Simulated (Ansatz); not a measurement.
# Calculated Hg-201 nuclear quadrupole resonance for HgTe under strain

Cell: an entry of the Crystallography Open Database (COD), relaxed with PBE at fixed cell and then changed (z compressed by 1 %, ions relaxed).

```cif
data_structure
_symmetry_space_group_name_H-M 'P 1'
_symmetry_Int_Tables_number 1
_cell_length_a 4.1110
_cell_length_b 4.1110
_cell_length_c 4.1316
_cell_angle_alpha 59.834
_cell_angle_beta 59.834
_cell_angle_gamma 60.332
_cell_volume 49.37
loop_
_atom_site_label
_atom_site_type_symbol
_atom_site_fract_x
_atom_site_fract_y
_atom_site_fract_z
_atom_site_occupancy
Hg1 Hg 0.00000 0.00000 0.00000 1
Te2 Te 0.50000 0.50000 0.50000 1
```

Sites (sets of like atoms) are named by element and the number of their first atom in this list.

Method: Kohn–Sham DFT in Ansatz, PBE, plane waves and PAW, scalar-relativistic, 420 eV cutoff, Γ-centred 14×14×14 k-points, Fermi–Dirac smearing 0.05 eV.

Hg-201: I = 3/2, Q = 387.0 mb (year-2017 value). Static lattice, zero field.

Q: At which frequencies do the Hg-201 NQR lines lie?

A: For I = 3/2 there is one line, ν = (|C_Q|/2)(1 + η²/3)^½.

```csv
site,atoms,V_zz (10²¹ V/m²),C_Q (MHz),η,line frequencies (MHz)
Hg,1,-1.17,-10.9,0.00,5.47
```

An axis of threefold or higher order runs through Hg, so V_zz lies along it and η is zero.

With no gap above 0.1 eV, as in a metal, the gradients converge slowly in k; expect changes of a tenth or more on a denser mesh. Spin–orbit coupling is left out, which shifts gradients on Hg by a few per cent in wide-gap crystals, and can shift them far more where the calculated gap is small or absent, as here. At this changed cell the PBE pressure is 11 GPa.

The relaxation (1 step) took 12 s of wall time (12 s of CPU time) and 0.61 GiB at its peak, on 1 thread of Intel Xeon Platinum 8375C CPU @ 2.90GHz (Ice Lake) (x86_64; 16 cores open to the job, memory cap 3.0 GiB, no GPU), a shared host with a load of 0.6 a core.
